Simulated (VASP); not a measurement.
A run of VASP 6.6.1:

The input POSCAR:

```
BAs
1.0
    0.0000000000      2.3885000000      2.3885000000
    2.3885000000      0.0000000000      2.3885000000
    2.3885000000      2.3885000000      0.0000000000
As B
1 1
Direct
    0.7500000000      0.7500000000      0.7500000000
    0.0000000000      0.0000000000      0.0000000000
```

Contents of INCAR.step1:

```
SYSTEM = BAs
PREC = Accurate ; ENCUT = 600
EDIFF = 1E-5 ; ISMEAR = 0
SIGMA = 0.05 ; LREAL = .False.
LASPH = .True. ; NELM = 60
ALGO = Normal ; LWAVE = .True.
LCHARG = .False. ; GGA = PE
```

INCAR.step2

```
SYSTEM = BAs
PREC = Accurate ; ENCUT = 600
EDIFF = 1E-7 ; ISMEAR = 0
SIGMA = 0.05 ; LREAL = .False.
LASPH = .True. ; NELM = 60
ALGO = Normal ; ISIF = 3
LWAVE = .False. ; LCHARG = .False.
METAGGA = R2SCAN ; LHFCALC = .True.
AEXX = 0.1 ; LMIXTAU = .True.
PRECFOCK = Fast ; HFRCUT = -1
IBRION = 2 ; NSW = 40
EDIFFG = -0.01 ; ISTART = 1
```

File KPOINTS:

```
Automatic mesh
0
Gamma
  5 5 5
  0 0 0
```

Potentials or basis: VASP PAW PBE potentials, release 64 (As, B).

Launch:

```sh
$ cat potpaw_PBE.64/As/POTCAR potpaw_PBE.64/B/POTCAR > POTCAR
$ cp INCAR.step1 INCAR
$ mpirun -np 1 vasp_std > vasp.out
$ cp INCAR.step2 INCAR
$ mpirun -np 1 vasp_std > vasp.out
```

Hardware: 1 thread of Intel(R) Xeon(R) Platinum 8559C (Emerald Rapids) (shared host).

Task: Estimate the wall time of this run.

Result: Run time: 95 s on 1 thread of Intel(R) Xeon(R) Platinum 8559C (Emerald Rapids), on a shared host, peak memory 0.17 GiB. Counts: scf iterations 16, k points 10, ion steps 2.
